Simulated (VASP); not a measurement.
Input of a VASP 6.6.1 run:

File INCAR:

```
SYSTEM = Na2S
PREC     = Accurate       ! precision mode
ENCUT    = 520            ! plane-wave cutoff, eV
EDIFF    = 1E-6           ! SCF threshold, eV
ISMEAR   = 0              ! smearing method
SIGMA    = 0.02           ! smearing width, eV
LREAL    = .FALSE.        ! projectors in reciprocal space
LASPH    = .TRUE.         ! aspherical terms in the spheres
NELM     = 60             ! most SCF steps
ALGO     = Normal         ! electronic algorithm
ISIF     = 2              ! what is computed and relaxed
LWAVE    = .FALSE.        ! write WAVECAR
LCHARG   = .FALSE.        ! write CHGCAR
GGA      = PE             ! functional
NBANDS   = 17             ! bands
```

The input KPOINTS:

```
Automatic mesh
0
G
  8 8 8
  0 0 0
```

Contents of POSCAR:

```
Na2S
1.0
    0.0000000000      3.2735000000      3.2735000000
    3.2735000000      0.0000000000      3.2735000000
    3.2735000000      3.2735000000      0.0000000000
Na S
2 1
Direct
    0.2500000000      0.2500000000      0.2500000000
    0.7500000000      0.7500000000      0.7500000000
    0.0000000000      0.0000000000      0.0000000000
```

Potentials or basis: VASP PAW PBE potentials, release 64 (Na_pv, S).

Run with:

```sh
$ cat potpaw_PBE.64/Na_pv/POTCAR potpaw_PBE.64/S/POTCAR > POTCAR
$ mpirun -np 1 vasp_std > vasp.out
```

(1) Estimate the band gap on the k mesh.

(2) Estimate the pressure.

Answers

(1) 2.48 eV, direct.

(2) 0.3 GPa.
